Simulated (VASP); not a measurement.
# NaI in VASP: one cell, several levels of theory

What does VASP give for NaI (rocksalt), under +5.0 % biaxial strain in the (111) plane, free along [111], the cell held fixed? Runs: PBE, r2SCAN.

The runs shown are made with VASP 6.6.1. PAW datasets, plane waves. Computed at 0 K without zero-point motion; spin polarisation is off.

## 1. The cell

The cell comes from an earlier relaxation with r2SCAN in another program, then strained, with the atoms relaxed again.

The symmetry is R-3m (No. 166, trigonal); a = 4.796 Å, c = 10.741 Å in the conventional setting, 35.66 Å³ an atom. Around Na lie 6 I at 3.30 Å; around I lie 6 Na at 3.30 Å.

Coordinates:

```cif
data_structure
_symmetry_space_group_name_H-M 'R-3m:H'
_symmetry_Int_Tables_number 166
_cell_length_a 4.7959
_cell_length_b 4.7959
_cell_length_c 10.7406
_cell_angle_alpha 90.000
_cell_angle_beta 90.000
_cell_angle_gamma 120.000
_cell_volume 213.94
loop_
_atom_site_label
_atom_site_type_symbol
_atom_site_symmetry_multiplicity
_atom_site_Wyckoff_symbol
_atom_site_fract_x
_atom_site_fract_y
_atom_site_fract_z
_atom_site_occupancy
Na1 Na 3 a 0.00000 0.00000 0.00000 1
I1 I 3 b 0.33333 0.66667 0.16667 1
```

## 2. PBE at this geometry

INCAR reads:

```
ENCUT = 520.000000
SIGMA = 0.020000
EDIFF = 1.00e-07
GGA = PE
PREC = Accurate
IBRION = -1
ISIF = 2
ISMEAR = -1
NBANDS = 14
NELM = 120
NSW = 0
LASPH = .TRUE.
LCHARG = .FALSE.
LWAVE = .FALSE.
LREAL = .FALSE.
```

KPOINTS reads:

```
KPOINTS created by Atomic Simulation Environment
0
Gamma
6 6 6
0 0 0
```

KPOINTS_OPT reads:

```
special points
6
Reciprocal
0.0000000000 0.0000000000 0.0000000000 1
0.5000000000 0.0000000000 0.5000000000 1
0.6250000000 0.2500000000 0.6250000000 1
0.3750000000 0.3750000000 0.7500000000 1
0.5000000000 0.5000000000 0.5000000000 1
0.5000000000 0.2500000000 0.7500000000 1
```

POSCAR reads:

```
Na I
 1.0000000000000000
    -0.1937832335000000    3.1974233532000000    3.1974233532000000
     3.1974233532000000   -0.1937832335000000    3.1974233532000000
     3.1974233532000000    3.1974233532000000   -0.1937832335000000
 Na  I
   1   1
Cartesian
  0.0000000000000000  0.0000000000000000  0.0000000000000000
  3.1005317364499989  3.1005317364499989  3.1005317364499998
```

Potentials: the recommended PBE PAW datasets, 14 valence electrons in the neutral cell.

OSZICAR:

```text
N       E                     dE             d eps       ncg     rms          rms(c)
DAV:   1     0.824375909639E+02    0.82438E+02   -0.66442E+03   896   0.900E+02
DAV:   2     0.124711017821E+01   -0.81190E+02   -0.75563E+02   952   0.217E+02
DAV:   3    -0.528838898119E+01   -0.65355E+01   -0.64925E+01  1142   0.601E+01
DAV:   4    -0.544570759036E+01   -0.15732E+00   -0.15728E+00  1110   0.968E+00
DAV:   5    -0.544942388757E+01   -0.37163E-02   -0.37162E-02  1206   0.147E+00    0.159E+00
DAV:   6    -0.537893138329E+01    0.70493E-01   -0.80997E-02  1076   0.161E+00    0.107E+00
DAV:   7    -0.536826462387E+01    0.10667E-01   -0.72092E-02  1136   0.135E+00    0.617E-01
DAV:   8    -0.537061260886E+01   -0.23480E-02   -0.62030E-03  1040   0.607E-01    0.181E-01
DAV:   9    -0.537056163704E+01    0.50972E-04   -0.21786E-04  1106   0.125E-01    0.476E-02
DAV:  10    -0.537057981206E+01   -0.18175E-04   -0.44506E-05  1082   0.635E-02    0.103E-02
DAV:  11    -0.537058127604E+01   -0.14640E-05   -0.42486E-06  1142   0.184E-02    0.227E-03
DAV:  12    -0.537058177592E+01   -0.49988E-06   -0.70740E-07  1058   0.646E-03    0.137E-03
DAV:  13    -0.537058184619E+01   -0.70272E-07   -0.23406E-08  1062   0.993E-04
   1 F= -.53705818E+01 E0= -.53705818E+01  d E =-.103494E-12
       N       E                     dE             ncg
DAV:   1     0.198043308461E+03   -0.27043E+04      168
DAV:   2    -0.265551888006E+03   -0.46360E+03      180
DAV:   3    -0.303623897735E+03   -0.38072E+02      234
DAV:   4    -0.304558023588E+03   -0.93413E+00      200
DAV:   5    -0.304584078831E+03   -0.26055E-01      240
DAV:   6    -0.304585415766E+03   -0.13369E-02      216
DAV:   7    -0.304585470490E+03   -0.54724E-04      240
DAV:   8    -0.304585474187E+03   -0.36967E-05      190
DAV:   9    -0.304585474374E+03   -0.18718E-06      198
DAV:  10    -0.304585474384E+03   -0.98532E-08      152
```

The lines after F= are the extra pass for the points of KPOINTS_OPT, at fixed density; their E is not a total energy.

From OUTCAR:

```text
k-points           NKPTS =     32   k-points in BZ     NKDIM =     32   number of bands    NBANDS=     14

   NELECT =      14.0000    total number of electrons

   dimension x,y,z NGX =    36 NGY =   36 NGZ =   36
   dimension x,y,z NGXF=    72 NGYF=   72 NGZF=   72

  energy-cutoff  :      520.00
  volume of cell :       71.31
      direct lattice vectors                 reciprocal lattice vectors
    -0.193783234  3.197423353  3.197423353    -0.142832643  0.152047652  0.152047652
     3.197423353 -0.193783234  3.197423353     0.152047652 -0.142832643  0.152047652
     3.197423353  3.197423353 -0.193783234     0.152047652  0.152047652 -0.142832643

 k-points in reciprocal lattice and weights: KPOINTS created by Atomic Simulation Env
   0.00000000  0.00000000  0.00000000       0.005
   0.16666667  0.00000000 -0.00000000       0.028
   0.33333333  0.00000000  0.00000000       0.028
   0.50000000  0.00000000 -0.00000000       0.014
   0.16666667  0.16666667  0.00000000       0.028
   0.33333333  0.16666667 -0.00000000       0.056
   0.50000000  0.16666667 -0.00000000       0.056
  -0.33333333  0.16666667  0.00000000       0.056
[... 24 more k-points ...]

 E-fermi :   1.1902

 k-point     1 :       0.0000    0.0000    0.0000
  band No.  band energies     occupation
      1     -22.0578      2.00000
      2     -22.0491      2.00000
      3     -22.0491      2.00000
      4     -10.4169      2.00000
      5       0.3778      2.00000
      6       0.3778      2.00000
      7       0.6986      2.00000
      8       3.9513      0.00000
      9       8.0868      0.00000
     10       8.0868      0.00000
     11       9.1376      0.00000
     12      10.1863      0.00000
     13      10.1863      0.00000
     14      10.8291      0.00000

 k-point     2 :       0.1667    0.0000   -0.0000
  band No.  band energies     occupation
      1     -22.0581      2.00000
      2     -22.0499      2.00000
      3     -22.0491      2.00000
      4     -10.3569      2.00000
      5      -0.2504      2.00000
      6       0.3342      2.00000
      7       0.5925      2.00000
      8       4.7217      0.00000
      9       7.7905      0.00000
     10       8.2771      0.00000
     11       9.1075      0.00000
     12       9.5309      0.00000
     13       9.9126      0.00000
     14      11.1841      0.00000

 k-point     3 :       0.3333    0.0000    0.0000
  band No.  band energies     occupation
      1     -22.0588      2.00000
      2     -22.0513      2.00000
      3     -22.0491      2.00000
      4     -10.2309      2.00000
      5      -1.1804      2.00000
      6       0.2517      2.00000
      7       0.4569      2.00000
      8       5.5223      0.00000
      9       7.9830      0.00000
     10       8.0803      0.00000
     11       8.5927      0.00000
     12      10.2260      0.00000
     13      10.5746      0.00000
     14      11.1838      0.00000

 k-point     4 :       0.5000    0.0000   -0.0000
  band No.  band energies     occupation
      1     -22.0592      2.00000
      2     -22.0519      2.00000
      3     -22.0491      2.00000
      4     -10.1645      2.00000
      5      -1.5591      2.00000
      6       0.2126      2.00000
      7       0.3958      2.00000
      8       5.6060      0.00000
      9       7.7406      0.00000
     10       8.3611      0.00000
     11       8.6927      0.00000
     12      10.6890      0.00000
     13      11.9106      0.00000
     14      12.3612      0.00000

 k-point     5 :       0.1667    0.1667    0.0000
  band No.  band energies     occupation
      1     -22.0585      2.00000
      2     -22.0496      2.00000
      3     -22.0494      2.00000
      4     -10.3316      2.00000
      5      -0.1973      2.00000
      6       0.1648      2.00000
      7       0.4294      2.00000
      8       4.9891      0.00000
      9       7.4300      0.00000
     10       8.4494      0.00000
     11       8.7057      0.00000
     12       9.2937      0.00000
     13      10.4596      0.00000
     14      12.1946      0.00000

 k-point     6 :       0.3333    0.1667   -0.0000
  band No.  band energies     occupation
      1     -22.0592      2.00000
      2     -22.0507      2.00000
      3     -22.0494      2.00000
      4     -10.2259      2.00000
      5      -0.9234      2.00000
      6       0.0524      2.00000
      7       0.2964      2.00000
      8       5.8223      0.00000
      9       7.0906      0.00000
     10       7.7169      0.00000
     11       9.1724      0.00000
     12       9.7971      0.00000
     13      11.3777      0.00000
     14      11.9883      0.00000

 k-point     7 :       0.5000    0.1667   -0.0000
  band No.  band energies     occupation
      1     -22.0595      2.00000
      2     -22.0516      2.00000
      3     -22.0495      2.00000
      4     -10.1426      2.00000
      5      -1.3878      2.00000
      6      -0.1191      2.00000
      7       0.2540      2.00000
      8       6.1876      0.00000
      9       7.0264      0.00000
     10       8.3292      0.00000
     11       8.7103      0.00000
     12      10.6951      0.00000
     13      12.0161      0.00000
     14      12.2663      0.00000

 k-point     8 :      -0.3333    0.1667    0.0000
  band No.  band energies     occupation
      1     -22.0590      2.00000
      2     -22.0516      2.00000
      3     -22.0496      2.00000
      4     -10.1706      2.00000
      5      -1.2412      2.00000
      6      -0.2007      2.00000
      7       0.3454      2.00000
      8       6.2803      0.00000
      9       7.2469      0.00000
     10       8.2315      0.00000
     11       8.6345      0.00000
     12      10.6527      0.00000
     13      11.6899      0.00000
     14      11.9814      0.00000

 k-point     9 :      -0.1667    0.1667    0.0000
  band No.  band energies     occupation
      1     -22.0583      2.00000
      2     -22.0507      2.00000
      3     -22.0494      2.00000
      4     -10.2791      2.00000
      5      -0.6886      2.00000
      6       0.0123      2.00000
      7       0.4938      2.00000
      8       5.6307      0.00000
      9       7.5801      0.00000
     10       7.9986      0.00000
     11       8.9180      0.00000
     12       9.4107      0.00000
     13      10.8589      0.00000
     14      12.4284      0.00000

[... the tables of k-points 10 to 32 left out ...]

  Total       -0.1570018     -0.1570018     -0.1570018      0.1616967      0.1616967      0.1616967
  in kB       -3.5272858     -3.5272858     -3.5272858      3.6327627      3.6327627      3.6327627
  external PRESSURE =      -3.5272858 kB  Pullay stress =       0.0000000 kB

 POSITION                                       TOTAL-FORCE (eV/Angst)
 -----------------------------------------------------------------------------------
      0.00000      0.00000      0.00000         0.000000     -0.000000      0.000000
      3.10053      3.10053      3.10053        -0.000000      0.000000     -0.000000
 -----------------------------------------------------------------------------------
    total drift:                                0.000000      0.000000      0.000000

  FREE ENERGIE OF THE ION-ELECTRON SYSTEM (eV)
  ---------------------------------------------------
  free  energy   TOTEN  =        -5.3705818462 eV

  energy  without entropy=       -5.3705818462  energy(sigma->0) =       -5.37058185
```

The levels at the points of KPOINTS_OPT are read from vasprun.xml.

Levels at the named points, in eV from the top of band v (v: the last filled band by count, c: the next):

| point | v−1 | v | c | c+1 |
| --- | --- | --- | --- | --- |
| Γ | -0.32 | 0.00 | 3.25 | 7.39 |
| X | -1.07 | -0.71 | 4.19 | 5.48 |
| U | -1.37 | -0.91 | 4.80 | 6.62 |
| K | -1.37 | -0.91 | 4.80 | 6.62 |
| L | -0.66 | -0.66 | 4.66 | 6.78 |
| W | -1.45 | -1.05 | 5.42 | 6.92 |

The PBE gap is 3.25 eV, direct at Γ. The pressure is -0.35 GPa; the forces vanish within 0.01 eV/Å.

## 3. r2SCAN

INCAR reads:

```
ENCUT = 520.000000
SIGMA = 0.010000
EDIFF = 1.00e-07
ALGO = Normal
METAGGA = R2SCAN
PREC = Accurate
IBRION = -1
ISIF = 2
ISMEAR = 0
NBANDS = 14
NELM = 120
NSW = 0
LASPH = .TRUE.
LCHARG = .FALSE.
LWAVE = .FALSE.
LREAL = .FALSE.
```

KPOINTS is that of step 2.

KPOINTS_OPT is that of step 2.

POSCAR is that of step 2.

OSZICAR:

```text
N       E                     dE             d eps       ncg     rms          rms(c)
DAV:   1     0.575673722618E+02    0.57567E+02   -0.68112E+03   896   0.924E+02
DAV:   2    -0.257299853475E+02   -0.83297E+02   -0.77504E+02   952   0.224E+02
DAV:   3    -0.324142667624E+02   -0.66843E+01   -0.66369E+01  1148   0.616E+01
DAV:   4    -0.325693856854E+02   -0.15512E+00   -0.15508E+00  1060   0.984E+00
DAV:   5    -0.325738001226E+02   -0.44144E-02   -0.44144E-02  1234   0.171E+00    0.213E+00
DAV:   6    -0.310639900124E+02    0.15098E+01   -0.33873E-01   914   0.570E+00    0.196E+00
DAV:   7    -0.310553777909E+02    0.86122E-02   -0.13565E-01  1040   0.268E+00    0.575E-01
DAV:   8    -0.310549544803E+02    0.42331E-03   -0.68398E-03  1124   0.616E-01    0.520E-01
DAV:   9    -0.310564372225E+02   -0.14827E-02   -0.23675E-03  1022   0.470E-01    0.131E-01
DAV:  10    -0.310564115009E+02    0.25722E-04   -0.99711E-05  1136   0.847E-02    0.671E-02
DAV:  11    -0.310564324262E+02   -0.20925E-04   -0.48149E-05  1046   0.688E-02    0.129E-02
DAV:  12    -0.310564293801E+02    0.30461E-05   -0.14853E-06  1196   0.144E-02    0.410E-03
DAV:  13    -0.310564321155E+02   -0.27353E-05   -0.51868E-07  1160   0.806E-03    0.431E-03
DAV:  14    -0.310564327488E+02   -0.63337E-06   -0.87880E-08  1056   0.347E-03    0.412E-04
DAV:  15    -0.310564323969E+02    0.35188E-06   -0.25070E-09   664   0.510E-04    0.128E-04
DAV:  16    -0.310564323904E+02    0.65013E-08   -0.56473E-10   622   0.239E-04
   1 F= -.31056432E+02 E0= -.31056432E+02  d E =-.390525-107
       N       E                     dE             ncg
DAV:   1     0.165024139157E+03   -0.27373E+04      168
DAV:   2    -0.324496066084E+03   -0.48952E+03      186
DAV:   3    -0.364102881118E+03   -0.39607E+02      234
DAV:   4    -0.365079386789E+03   -0.97651E+00      206
DAV:   5    -0.365108812064E+03   -0.29425E-01      228
DAV:   6    -0.365110401475E+03   -0.15894E-02      222
DAV:   7    -0.365110469565E+03   -0.68090E-04      236
DAV:   8    -0.365110473194E+03   -0.36286E-05      202
DAV:   9    -0.365110473347E+03   -0.15303E-06      176
DAV:  10    -0.365110473359E+03   -0.12494E-07      152
```

OUTCAR, selected sections:

```text
k-points           NKPTS =     32   k-points in BZ     NKDIM =     32   number of bands    NBANDS=     14

   NELECT =      14.0000    total number of electrons

   dimension x,y,z NGX =    36 NGY =   36 NGZ =   36
   dimension x,y,z NGXF=    72 NGYF=   72 NGZF=   72

  energy-cutoff  :      520.00
  volume of cell :       71.31
      direct lattice vectors                 reciprocal lattice vectors
    -0.193783234  3.197423353  3.197423353    -0.142832643  0.152047652  0.152047652
     3.197423353 -0.193783234  3.197423353     0.152047652 -0.142832643  0.152047652
     3.197423353  3.197423353 -0.193783234     0.152047652  0.152047652 -0.142832643

 k-points in reciprocal lattice and weights: KPOINTS created by Atomic Simulation Env
   0.00000000  0.00000000  0.00000000       0.005
   0.16666667  0.00000000 -0.00000000       0.028
   0.33333333  0.00000000  0.00000000       0.028
   0.50000000  0.00000000 -0.00000000       0.014
   0.16666667  0.16666667  0.00000000       0.028
   0.33333333  0.16666667 -0.00000000       0.056
   0.50000000  0.16666667 -0.00000000       0.056
  -0.33333333  0.16666667  0.00000000       0.056
[... 24 more k-points ...]

 E-fermi :   0.5346

 k-point     1 :       0.0000    0.0000    0.0000
  band No.  band energies     occupation
      1     -23.1892      2.00000
      2     -23.1809      2.00000
      3     -23.1809      2.00000
      4     -11.0678      2.00000
      5       0.0469      2.00000
      6       0.0469      2.00000
      7       0.3807      2.00000
      8       4.3971      0.00000
      9       8.3014      0.00000
     10       8.3014      0.00000
     11       9.3787      0.00000
     12      10.4421      0.00000
     13      10.4421      0.00000
     14      11.1709      0.00000

 k-point     2 :       0.1667    0.0000   -0.0000
  band No.  band energies     occupation
      1     -23.1895      2.00000
      2     -23.1817      2.00000
      3     -23.1809      2.00000
      4     -11.0040      2.00000
      5      -0.5575      2.00000
      6       0.0001      2.00000
      7       0.2702      2.00000
      8       5.1451      0.00000
      9       8.0255      0.00000
     10       8.5214      0.00000
     11       9.3806      0.00000
     12       9.8416      0.00000
     13      10.2201      0.00000
     14      11.7676      0.00000

 k-point     3 :       0.3333    0.0000    0.0000
  band No.  band energies     occupation
      1     -23.1902      2.00000
      2     -23.1830      2.00000
      3     -23.1809      2.00000
      4     -10.8698      2.00000
      5      -1.4980      2.00000
      6      -0.0887      2.00000
      7       0.1274      2.00000
      8       5.8545      0.00000
      9       8.2810      0.00000
     10       8.5172      0.00000
     11       8.9041      0.00000
     12      10.5433      0.00000
     13      11.0962      0.00000
     14      11.5544      0.00000

 k-point     4 :       0.5000    0.0000   -0.0000
  band No.  band energies     occupation
      1     -23.1906      2.00000
      2     -23.1837      2.00000
      3     -23.1809      2.00000
      4     -10.7991      2.00000
      5      -1.8885      2.00000
      6      -0.1310      2.00000
      7       0.0631      2.00000
      8       5.8813      0.00000
      9       8.0432      0.00000
     10       8.6766      0.00000
     11       9.3581      0.00000
     12      11.1158      0.00000
     13      12.2598      0.00000
     14      12.7774      0.00000

 k-point     5 :       0.1667    0.1667    0.0000
  band No.  band energies     occupation
      1     -23.1899      2.00000
      2     -23.1814      2.00000
      3     -23.1813      2.00000
      4     -10.9769      2.00000
      5      -0.5011      2.00000
      6      -0.1697      2.00000
      7       0.1061      2.00000
      8       5.4159      0.00000
      9       7.6205      0.00000
     10       8.8029      0.00000
     11       8.9743      0.00000
     12       9.5818      0.00000
     13      10.7287      0.00000
     14      12.6891      0.00000

 k-point     6 :       0.3333    0.1667   -0.0000
  band No.  band energies     occupation
      1     -23.1905      2.00000
      2     -23.1825      2.00000
      3     -23.1812      2.00000
      4     -10.8642      2.00000
      5      -1.2403      2.00000
      6      -0.2855      2.00000
      7      -0.0327      2.00000
      8       6.2421      0.00000
      9       7.3188      0.00000
     10       8.0301      0.00000
     11       9.4979      0.00000
     12      10.1813      0.00000
     13      11.7212      0.00000
     14      12.5585      0.00000

 k-point     7 :       0.5000    0.1667   -0.0000
  band No.  band energies     occupation
      1     -23.1908      2.00000
      2     -23.1834      2.00000
      3     -23.1813      2.00000
      4     -10.7752      2.00000
      5      -1.7189      2.00000
      6      -0.4583      2.00000
      7      -0.0801      2.00000
      8       6.4913      0.00000
      9       7.4159      0.00000
     10       8.6560      0.00000
     11       9.0490      0.00000
     12      11.2491      0.00000
     13      12.4652      0.00000
     14      12.6569      0.00000

 k-point     8 :      -0.3333    0.1667    0.0000
  band No.  band energies     occupation
      1     -23.1903      2.00000
      2     -23.1834      2.00000
      3     -23.1813      2.00000
      4     -10.8053      2.00000
      5      -1.5645      2.00000
      6      -0.5381      2.00000
      7       0.0109      2.00000
      8       6.5942      0.00000
      9       7.6518      0.00000
     10       8.5823      0.00000
     11       8.9851      0.00000
     12      10.9886      0.00000
     13      12.1479      0.00000
     14      12.5335      0.00000

 k-point     9 :      -0.1667    0.1667    0.0000
  band No.  band energies     occupation
      1     -23.1897      2.00000
      2     -23.1825      2.00000
      3     -23.1812      2.00000
      4     -10.9212      2.00000
      5      -0.9942      2.00000
      6      -0.3224      2.00000
      7       0.1648      2.00000
      8       6.0532      0.00000
      9       7.7993      0.00000
     10       8.3589      0.00000
     11       9.2703      0.00000
     12       9.6832      0.00000
     13      11.1755      0.00000
     14      13.0209      0.00000

[... the tables of k-points 10 to 32 left out ...]

  Total       -0.4011095     -0.4011095     -0.4011095      0.1828228      0.1828228      0.1828228
  in kB       -9.0115361     -9.0115361     -9.0115361      4.1073929      4.1073929      4.1073929
  external PRESSURE =      -9.0115361 kB  Pullay stress =       0.0000000 kB

 POSITION                                       TOTAL-FORCE (eV/Angst)
 -----------------------------------------------------------------------------------
      0.00000      0.00000      0.00000         0.000000     -0.000000     -0.000000
      3.10053      3.10053      3.10053         0.000000      0.000000      0.000000
 -----------------------------------------------------------------------------------
    total drift:                                0.000000      0.000000      0.000000

  FREE ENERGIE OF THE ION-ELECTRON SYSTEM (eV)
  ---------------------------------------------------
  free  energy   TOTEN  =       -31.0564323904 eV

  energy  without entropy=      -31.0564323904  energy(sigma->0) =      -31.05643239
```

The levels at the points of KPOINTS_OPT are read from vasprun.xml.

Levels at the named points, in eV from the top of band v (v: the last filled band by count, c: the next):

```csv
point,v−1,v,c,c+1
Γ,-0.33,0.00,4.02,7.92
X,-1.09,-0.73,4.90,5.95
U,-1.38,-0.94,5.46,7.23
K,-1.38,-0.94,5.46,7.23
L,-0.69,-0.69,5.20,7.37
W,-1.48,-1.06,6.16,7.49
```

r2SCAN gives a direct gap of 4.02 eV at Γ. The pressure is -0.90 GPa; the forces vanish within 0.01 eV/Å.

## 4. Results

| level | gap (eV) | pressure (GPa) |
| --- | --- | --- |
| PBE | 3.25 | -0.35 |
| r2SCAN | 4.02 | -0.90 |

**Reading.** The gap spans 3.25 eV (PBE) to 4.02 eV (r2SCAN). Spin-orbit coupling is left out, though the cell holds I (Z = 53); in an element this heavy it can shift bands and gaps by tenths of an eV. At this one volume the pressure spans -0.9 GPa (r2SCAN) to -0.4 GPa (PBE): PBE wants the largest cell and r2SCAN the smallest.
